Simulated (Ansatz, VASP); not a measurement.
## BN in VASP and in Ansatz

The input INCAR:

```
ALGO = Normal
EDIFF = 1E-6
ENCUT = 520
GGA = PS
ISIF = 2
ISMEAR = -1
LASPH = True
LCHARG = False
LREAL = False
LWAVE = False
NBANDS = 16
NELM = 100
PREC = Accurate
SIGMA = 0.03
```

KPOINTS

```
k-points
0
Gamma
  11 11 4
```

File POSCAR:

```
BN
1.0
    2.4871858845      0.0000000000      0.0000000000
   -1.2435929423      2.1539661599      0.0000000000
    0.0000000000      0.0000000000      6.6164926127
B N
2 2
Direct
    0.3333333333      0.6666666667      0.2500000000
    0.6666666667      0.3333333333      0.7500000000
    0.3333333333      0.6666666667      0.7500000000
    0.6666666667      0.3333333333      0.2500000000
```

Input for Ansatz:

```yaml
crystal:
  lattice:
    - [2.4871858845, 0.0, 0.0]
    - [-1.2435929423, 2.1539661599, 0.0]
    - [0.0, 0.0, 6.6164926127]
  atoms:
    - { symbol: B, position: [0.3333333333, 0.6666666667, 0.25] }
    - { symbol: B, position: [0.6666666667, 0.3333333333, 0.75] }
    - { symbol: "N", position: [0.3333333333, 0.6666666667, 0.75] }
    - { symbol: "N", position: [0.6666666667, 0.3333333333, 0.25] }
kpoints:
  mp_grid: { grid: [11, 11, 4] }
  band_path:
    path:
      - [0.0, 0.0, 0.0]
      - [0.5, 0.0, 0.0]
      - [0.3333333333, 0.3333333333, 0.0]
      - [0.0, 0.0, 0.0]
      - [0.0, 0.0, 0.5]
      - [0.5, 0.0, 0.5]
      - [0.3333333333, 0.3333333333, 0.5]
      - [0.0, 0.0, 0.5]
      - [0.5, 0.0, 0.5]
    npoints: 5
scf:
  occupations: { method: fermi_dirac, width: 0.03 }
hamiltonian:
  xc: pbesol
  pseudopotentials: { kind: all_electron, lapw: { basis_error: 0.0005 } }
output:
  forces: true
  stress: true
  eigenvalues: true
```

Change from the starting cell: volume scaled by 0.98.

Alike in both runs: task single point; functional PBEsol; k mesh 11 × 11 × 4; occupations fermi-dirac, width 0.03 eV; no spin polarisation.

```csv
,VASP,Ansatz
version,VASP 6.6.1,Ansatz 0.2.0
potentials or method,"VASP PAW PBE potentials, release 64 (B, N)","all-electron LAPW, scalar-relativistic"
plane-wave cutoff (eV),520,see its input
```

VASP gave:

```
gap on the k mesh at the Fermi level (eV)       : 4.25
pressure (GPa)                                  : 5.8
largest component of the traceless stress (GPa) : 4.96
```

Problem. Estimate Ansatz's values.

Solution. gap on the k mesh at the Fermi level (eV): 4.26; pressure (GPa): 5.5; largest component of the traceless stress (GPa): 4.46.

Ansatz ran all-electron here, so the differences hold the error of VASP's frozen core and of both bases.

Caveats: the PAW data sets were made with another functional, which shifts forces and pressure a little (VASP); an odd mesh through Γ misses points on the zone boundary, where band edges often lie; this functional lacks dispersion, which binds the layers, so the pressure and a relaxed spacing across them are unreliable.
